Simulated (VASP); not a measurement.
# GaAs (F-43m) in VASP: further runs

The runs below take GaAs through relaxation of cell and atoms, with r2SCAN, LDA.

All numbers are computed with VASP 6.6.1; they aren't measurements. Logs are shortened: lines on timing, memory, paths and dates and some standing lists are left out, and cuts for length are marked.

## (1) The crystal as given

It takes space group F-43m (No. 216, cubic). The conventional cell has a = 5.654 Å, b = 5.654 Å, c = 5.654 Å, α = 90.00°, β = 90.00°, γ = 90.00°. Around Ga (site symmetry -43m) lie 4 As at 2.45 Å. As (site symmetry -43m) is surrounded by 4 Ga at 2.45 Å.

## (2) Relaxation of cell and atoms, r2SCAN

Contents of INCAR:

```
SYSTEM = GaAs
PREC = Accurate ; ENCUT = 600
EDIFF = 1E-6 ; ISMEAR = 0
SIGMA = 0.03 ; LREAL = .FALSE.
LASPH = .TRUE. ; NELM = 80
ALGO = Normal ; ISIF = 3
LWAVE = .FALSE. ; LCHARG = .FALSE.
METAGGA = R2SCAN ; LMIXTAU = .TRUE.
IBRION = 2 ; NSW = 90
EDIFFG = -0.01
```

Contents of KPOINTS:

```
regular mesh
0
G
  10 10 10
  0 0 0
```

Contents of POSCAR:

```
GaAs
1.0
    0.0000000000      2.8268500000      2.8268500000
    2.8268500000      0.0000000000      2.8268500000
    2.8268500000      2.8268500000      0.0000000000
Ga As
1 1
Direct
    0.0000000000      0.0000000000      0.0000000000
    0.2500000000      0.2500000000      0.2500000000
```

Potentials or basis: VASP PAW PBE potentials, release 64 (Ga_d, As).

The run is started by

```console
cat potpaw_PBE.64/Ga_d/POTCAR potpaw_PBE.64/As/POTCAR > POTCAR
mpirun -np 1 vasp_std > vasp.out
```

OUTCAR:

```text
SYSTEM = GaAs
   PREC = Accurate
   ENCUT = 600
   EDIFF = 1E-6
   ISMEAR = 0
   LREAL = .FALSE.
   LASPH = .TRUE.
   NELM = 80
   ISIF = 3
   METAGGA = R2SCAN
   IBRION = 2
   NSW = 90
   EDIFFG = -0.01

 ion  position               nearest neighbor table
   1  0.000  0.000  0.000-   2 2.45   2 2.45   2 2.45   2 2.45
   2  0.250  0.250  0.250-   1 2.45   1 2.45   1 2.45   1 2.45

  LATTYP: Found a face centered cubic cell.
 ALAT       =     5.6537000000

  Lattice vectors:

 A1 = (   0.0000000000,   2.8268500000,   2.8268500000)
 A2 = (   2.8268500000,   0.0000000000,   2.8268500000)
 A3 = (   2.8268500000,   2.8268500000,   0.0000000000)

Analysis of symmetry for initial positions (statically):
=====================================================================
 Subroutine PRICEL returns:
 Original cell was already a primitive cell.

 Routine SETGRP: Setting up the symmetry group for a
 face centered cubic supercell.

 Subroutine GETGRP returns: Found 24 space group operations
 (whereof 24 operations were pure point group operations)
 out of a pool of 48 trial point group operations.

The static configuration has the point symmetry T_d .

Analysis of symmetry for dynamics (positions and initial velocities):
=====================================================================
 Subroutine PRICEL returns:
 Original cell was already a primitive cell.

 Routine SETGRP: Setting up the symmetry group for a
 face centered cubic supercell.

 Subroutine GETGRP returns: Found 24 space group operations
 (whereof 24 operations were pure point group operations)
 out of a pool of 48 trial point group operations.

The dynamic configuration has the point symmetry T_d .

 Subroutine INISYM returns: Found 24 space group operations
 (whereof 24 operations are pure point group operations),
 and found     1 'primitive' translations

----------------------------------------------------------------------------------------

                                     Primitive cell

  volume of cell :      45.1792

  direct lattice vectors                    reciprocal lattice vectors
     0.000000000  2.826850000  2.826850000    -0.176875321  0.176875321  0.176875321
     2.826850000  0.000000000  2.826850000     0.176875321 -0.176875321  0.176875321
     2.826850000  2.826850000  0.000000000     0.176875321  0.176875321 -0.176875321

  length of vectors
     3.997769609  3.997769609  3.997769609     0.306357042  0.306357042  0.306357042

  position of ions in fractional coordinates (direct lattice)
     0.000000000  0.000000000  0.000000000
     0.250000000  0.250000000  0.250000000

  ion indices of the primitive-cell ions
   primitive index   ion index
                 1           1
                 2           2

----------------------------------------------------------------------------------------

 KPOINTS: regular mesh

Automatic generation of k-mesh.
 Grid dimensions read from file:
 generate k-points for:   10   10   10

 Generating k-lattice:

  Cartesian coordinates                     Fractional coordinates (reciprocal lattice)
    -0.017687532  0.017687532  0.017687532     0.100000000  0.000000000  0.000000000
     0.017687532 -0.017687532  0.017687532     0.000000000  0.100000000  0.000000000
     0.017687532  0.017687532 -0.017687532     0.000000000  0.000000000  0.100000000

  Length of vectors
     0.030635704  0.030635704  0.030635704

  Shift w.r.t. Gamma in fractional coordinates (k-lattice)
     0.000000000  0.000000000  0.000000000

 Subroutine IBZKPT returns following result:
 ===========================================

 Found     47 irreducible k-points:

 Following reciprocal coordinates:
            Coordinates               Weight
  0.000000  0.000000  0.000000      1.000000
  0.100000  0.000000  0.000000      8.000000
  0.200000  0.000000  0.000000      8.000000
  0.300000  0.000000  0.000000      8.000000
  0.400000  0.000000  0.000000      8.000000
  0.500000  0.000000  0.000000      4.000000
[... 16 lines left out ...]
  0.300000  0.300000  0.000000      6.000000
  0.400000  0.300000  0.000000     24.000000
 [... further k-points ...]
   k-points           NKPTS =     47   k-points in BZ     NKDIM =     47   number of bands    NBANDS=     13
   number of dos      NEDOS =    301   number of ions     NIONS =      2
   total plane-waves  NPLWV =  32768
   dimension x,y,z NGX =    32 NGY =   32 NGZ =   32
   dimension x,y,z NGXF=    64 NGYF=   64 NGZF=   64
   ions per type =               1   1
   NGX,Y,Z   is equivalent  to a cutoff of  13.31, 13.31, 13.31 a.u.
   NGXF,Y,Z  is equivalent  to a cutoff of  26.61, 26.61, 26.61 a.u.
 SYSTEM =  GaAs
   PREC   = accura    normal or accurate (medium, high low for compatibility)
   ISTART =      0    job   : 0-new  1-cont  2-samecut
   ICHARG =      2    charge: 1-file 2-atom 10-const
   ISPIN  =      1    spin polarized calculation?
   LNONCOLLINEAR =      F non collinear calculations
   LSORBIT =      F    spin-orbit coupling
   LASPH  =      T    aspherical Exc in radial PAW
   ENCUT  =  600.0 eV  44.10 Ry    6.64 a.u.   7.98  7.98  7.98*2*pi/ulx,y,z
   NELM   =     80;   NELMIN=  2; NELMDL= -5     # of ELM steps
   EDIFF  = 0.1E-05   stopping-criterion for ELM
   LREAL  =      F    real-space projection
   EDIFFG = -.1E-01   stopping-criterion for IOM
   NSW    =     90    number of steps for IOM
   IBRION =      2    ionic relax: 0-MD 1-quasi-New 2-CG
   NFREE  =      1    steps in history (QN), initial steepest desc. (CG)
   ISIF   =      3    stress and relaxation
   ISYM   =      2    0-nonsym 1-usesym 2-fastsym
   POTIM  = 0.5000    time-step for ionic-motion
   TEBEG  =    0.0;   TEEND  =   0.0 temperature during run
   PSTRESS=    0.0 pullay stress
   NELECT =      18.0000    total number of electrons
   NUPDOWN=      -1.0000    fix difference up-down
   EMIN   =  10.00;   EMAX   =-10.00  energy-range for DOS
   EFERMI =   0.00;   METHOD = LEGACY
   ISMEAR =     0;   SIGMA  =   0.03  broadening in eV -4-tet -1-fermi 0-gaus
   EFERMI_NEDOS =   21; number of points for ismear=-14 and -15
   IALGO  =     38    algorithm
   IMIX   =      4    mixing-type and parameters
     AMIX     =   0.40;   BMIX     =  1.00
     AMIX_MAG =   1.60;   BMIX_MAG =  1.00
  volume/ion in A,a.u.               =      22.59       152.44
  Fermi-wavevector in a.u.,A,eV,Ry     =   1.204628  2.276417 19.743799  1.451128
  Thomas-Fermi vector in A             =   2.340347
   LORBIT       =      0    0 simple, 1 ext, 2 COOP (PROOUT), +10 PAW based schemes
   METAGGA = R2SCAN    functional components
   LHFCALC =     F    Hartree Fock is set to
   AEXX    =    0.0000 exact exchange contribution
   IVDW    =     0    specifies the selected vdW correction
   LEPSILON=     F    determine dielectric tensor
   LRPA    =     F    only Hartree local field effects (RPA)
 conjugate gradient relaxation of ions
 non-spin polarized calculation
 Gauss-broadening in eV      SIGMA  =   0.03
  energy-cutoff  :      600.00
  volume of cell :       45.18
 maximum number of plane-waves:      1524
   NGX = 15   NGY = 15   NGZ = 15

--------------------------------------- Ionic step        1  -------------------------------------------

 number of electron      18.0000011 magnetization

 Free energy of the ion-electron system (eV)
  ---------------------------------------------------
  ext. energy  EPLUGINS =         0.00000000
  ---------------------------------------------------
  free energy    TOTEN  =       -27.05631378 eV

  energy without entropy =      -27.05631378  energy(sigma->0) =      -27.05631378

------------------------ aborting loop because EDIFF is reached ----------------------------------------

  FORCE on cell =-STRESS in cart. coord.  units (eV):
  Direction    XX          YY          ZZ          XY          YZ          ZX
  --------------------------------------------------------------------------------------
  -------------------------------------------------------------------------------------
  Total        0.1652955      0.1652955      0.1652955      0.0000000      0.0000000      0.0000000
  in kB        5.8618313      5.8618313      5.8618313      0.0000000      0.0000000      0.0000000
  external PRESSURE =       5.8618313 kB  Pullay stress =       0.0000000 kB
[... 129 lines left out ...]
  energy  without entropy=      -27.0568945770  energy(sigma->0) =      -27.05689458

--------------------------------------- Ionic step        5  -------------------------------------------

 number of electron      18.0000010 magnetization

 Free energy of the ion-electron system (eV)
  ---------------------------------------------------
  ext. energy  EPLUGINS =         0.00000000
  ---------------------------------------------------
  free energy    TOTEN  =       -27.05690795 eV

  energy without entropy =      -27.05690795  energy(sigma->0) =      -27.05690795

 E-fermi :   3.7286     XC(G=0): -10.2157

 val. band max:        3.5996438556   @ k =   0.0000   0.0000   0.0000
 cond. band min:       4.5290508275   @ k =   0.0000   0.0000   0.0000
 fundamental gap:      0.9294069719
 Fermi energy:         3.7286043567

 k-point     1 :       0.0000    0.0000    0.0000
  band No.  band energies     occupation
      1     -11.6209      2.00000
      2     -11.6209      2.00000
      3     -11.6208      2.00000
      4     -11.5332      2.00000
      5     -11.5332      2.00000
      6      -9.5493      2.00000
      7       3.5996      2.00000
      8       3.5996      2.00000
      9       3.5996      2.00000
     10       4.5291      0.00000
     11       7.6390      0.00000
     12       7.6391      0.00000
     13       7.6391      0.00000
[... 353 lines left out ...]
 k-point    24 :       0.4000    0.3000    0.0000
  band No.  band energies     occupation
      1     -11.7189      2.00000
      2     -11.5830      2.00000
      3     -11.5816      2.00000
      4     -11.5513      2.00000
      5     -11.5232      2.00000
      6      -7.7504      2.00000
      7      -2.1577      2.00000
      8       0.9654      2.00000
      9       1.2974      2.00000
     10       5.7460      0.00000
     11       6.7990      0.00000
     12      11.3924      0.00000
     13      12.0180      0.00000

 [... further k-points ...]
[... 5 lines left out ...]
  --------------------------------------------------------------------------------------
  -------------------------------------------------------------------------------------
  Total       -0.0136834     -0.0136834     -0.0136834      0.0000000      0.0000000      0.0000000
  in kB       -0.4812244     -0.4812244     -0.4812244      0.0000000      0.0000000      0.0000000
  external PRESSURE =      -0.4812244 kB  Pullay stress =       0.0000000 kB
[... 17 lines left out ...]
  FREE ENERGIE OF THE ION-ELECTRON SYSTEM (eV)
  ---------------------------------------------------
  free  energy   TOTEN  =       -27.0569079452 eV

  energy  without entropy=      -27.0569079452  energy(sigma->0) =      -27.05690795

 reached required accuracy - stopping structural energy minimisation
```

It took 2.2 min on 1 thread of Intel Xeon 6975P-C (Granite Rapids), shared host; peak memory 0.22 GiB.

What came out:

```
Free energy                            : -27.0569 eV
Relaxed volume                         : 22.78 Å³/atom
Relaxed cell                           : a = 4.009 Å, b = 4.009 Å, c = 4.009 Å, α = 60.00°, β = 60.00°, γ = 60.00°
Space group after relaxing (to 0.05 Å) : F-43m (No. 216)
Energy gained by relaxing              : 0.3 meV/atom
Ionic steps                            : 5
Pressure after relaxing                : 0.0 GPa
Band gap on the k mesh                 : 0.93 eV, direct
```

The path:
| step | energy change (eV) | largest force (eV/Å) | pressure (GPa) | volume (Å³) |
| --- | --- | --- | --- | --- |
| 1 | 0.0000 | 0.0000 | 0.59 | 45.18 |
| 2 | -0.0004 | 0.0000 | -0.30 | 45.72 |
| 3 | -0.0006 | 0.0000 | 0.14 | 45.52 |
| 4 | -0.0006 | 0.0000 | -0.09 | 45.58 |
| 5 | -0.0006 | 0.0000 | -0.05 | 45.56 |

Final structure:
```
Ga As
1.0
     0.00000    2.83471    2.83471
     2.83471    0.00000    2.83471
     2.83471    2.83471    0.00000
Ga As
1 1
Direct
  0.00000 0.00000 0.00000
  0.25000 0.25000 0.25000
```

Levels at points of the mesh, in eV from the valence-band top:
```tsv
k point	band 5	band 6	band 7	band 8	band 9	band 10	band 11	band 12	band 13
(0.00, 0.00, 0.00)	-15.13	-13.15	0.00	0.00	0.00	0.93	4.04	4.04	4.04
(0.50, 0.00, 0.00)	-15.13	-11.32	-6.77	-1.17	-1.17	1.34	4.99	4.99	8.28
(0.50, 0.50, 0.00)	-15.12	-10.56	-6.95	-2.75	-2.75	1.77	1.95	10.79	10.79
```

Caveat: the PAW data sets were made with another functional, which shifts forces and pressure a little. r2SCAN opens gaps a little over a GGA but as a rule still falls short of measured ones.

## (3) Relaxation of cell and atoms, r2SCAN

This run uses another cell than the first one, of 22.78 Å³/atom, 1.008 times its volume.

Changes to INCAR since step 2:

```diff
@@ -2,3 +2,3 @@
 PREC = Accurate ; ENCUT = 600
-EDIFF = 1E-6 ; ISMEAR = 0
+EDIFF = 1E-7 ; ISMEAR = 0
 SIGMA = 0.03 ; LREAL = .FALSE.
@@ -9,2 +9,2 @@
 IBRION = 2 ; NSW = 90
-EDIFFG = -0.01
+EDIFFG = -0.005
```

KPOINTS is that of step 2.

Contents of POSCAR:

```
GaAs                                    
1.0
   -0.0000000000      2.8347133399      2.8347133399
    2.8347133399      0.0000000000      2.8347133399
    2.8347133399      2.8347133399      0.0000000000
  Ga              As            
     1     1
Direct
     0.0000000000000000    0.0000000000000000    0.0000000000000000
     0.2500000000000000    0.2500000000000000    0.2500000000000000
```

Potentials or basis: VASP PAW PBE potentials, release 64 (Ga_d, As).

The run is started by

```console
cat potpaw_PBE.64/Ga_d/POTCAR potpaw_PBE.64/As/POTCAR > POTCAR
mpirun -np 1 vasp_std > vasp.out
```

Run time: 52 s. Hardware: 1 thread of Intel Xeon 6975P-C (Granite Rapids), shared host; peak memory 0.21 GiB.

Results (log left out):

- Free energy: -27.0570 eV
- Pressure after relaxing: 0.0 GPa
- Band gap on the k mesh: 0.93 eV, direct

Final structure:
```yaml
crystal:
  lattice:
    - [0.00000, 2.83471, 2.83471]
    - [2.83471, 0.00000, 2.83471]
    - [2.83471, 2.83471, 0.00000]
  atoms:
    - { symbol: Ga, position: [0.00000, 0.00000, 0.00000] }
    - { symbol: As, position: [0.25000, 0.25000, 0.25000] }
```

Levels at points of the mesh, in eV from the valence-band top:
| k point | band 6 | band 7 | band 8 | band 9 | band 10 | band 11 | band 12 | band 13 |
| --- | --- | --- | --- | --- | --- | --- | --- | --- |
| (0.00, 0.00, 0.00) | -13.15 | 0.00 | 0.00 | 0.00 | 0.93 | 4.04 | 4.04 | 4.04 |
| (0.50, 0.00, 0.00) | -11.32 | -6.77 | -1.17 | -1.17 | 1.34 | 4.98 | 4.98 | 8.28 |
| (0.50, 0.50, 0.00) | -10.56 | -6.95 | -2.75 | -2.75 | 1.77 | 1.95 | 10.79 | 10.79 |

Caveat: the relaxation stopped at its first step, so nothing moved; the PAW data sets were made with another functional, which shifts forces and pressure a little. r2SCAN opens gaps a little over a GGA but as a rule still falls short of measured ones.

## (4) Relaxation of cell and atoms, LDA

Contents of INCAR:

```
SYSTEM = GaAs
ALGO = Normal ; EDIFF = 1E-6
EDIFFG = -0.01 ; ENCUT = 600
GGA = CA ; IBRION = 2
ISIF = 3 ; ISMEAR = 0
LASPH = .TRUE. ; LCHARG = .FALSE.
LREAL = .FALSE. ; LWAVE = .FALSE.
NELM = 80 ; NSW = 90
PREC = Accurate ; SIGMA = 0.03
```

Contents of KPOINTS:

```
k-points
0
G
  10 10 10
  0 0 0
```

Contents of POSCAR:

```
GaAs
1.0
    0.0000000000      2.8268500000      2.8268500000
    2.8268500000      0.0000000000      2.8268500000
    2.8268500000      2.8268500000      0.0000000000
Ga As
1 1
Direct
    0.0000000000      0.0000000000      0.0000000000
    0.2500000000      0.2500000000      0.2500000000
```

Potentials or basis: VASP PAW LDA potentials, release 64 (Ga_d, As).

The run is started by

```console
cat potpaw_LDA.64/Ga_d/POTCAR potpaw_LDA.64/As/POTCAR > POTCAR
mpirun -np 1 vasp_std > vasp.out
```

It took 64 s on 1 thread of AMD EPYC 7R13 (Zen 3), shared host; peak memory 0.16 GiB.

Results (log left out):

```
Free energy                            : -9.6412 eV
Relaxed volume                         : 22.08 Å³/atom
Relaxed cell                           : a = 3.967 Å, b = 3.967 Å, c = 3.967 Å, α = 60.00°, β = 60.00°, γ = 60.00°
Space group after relaxing (to 0.05 Å) : F-43m (No. 216)
Energy gained by relaxing              : 2.7 meV/atom
Ionic steps                            : 3
Pressure after relaxing                : 0.0 GPa
Band gap on the k mesh                 : 0.51 eV, direct
```

The path:
```
step  energy change (eV)  largest force (eV/Å)  pressure (GPa)  volume (Å³)
   1              0.0000                0.0000           -1.63        45.18
   2             -0.0042                0.0000            0.76        43.69
   3             -0.0053                0.0000            0.01        44.15
```

Final structure:
```
Ga As
1.0
     0.00000    2.80531    2.80531
     2.80531    0.00000    2.80531
     2.80531    2.80531    0.00000
Ga As
1 1
Direct
  0.00000 0.00000 0.00000
  0.25000 0.25000 0.25000
```

Levels at points of the mesh, in eV from the valence-band top:
| k point | band 7 | band 8 | band 9 | band 10 | band 11 | band 12 |
| --- | --- | --- | --- | --- | --- | --- |
| (0.00, 0.00, 0.00) | 0.00 | 0.00 | 0.00 | 0.51 | 3.68 | 3.68 |
| (0.50, 0.00, 0.00) | -6.82 | -1.18 | -1.18 | 0.93 | 4.59 | 4.59 |
| (0.50, 0.50, 0.00) | -6.98 | -2.77 | -2.77 | 1.30 | 1.54 | 10.23 |
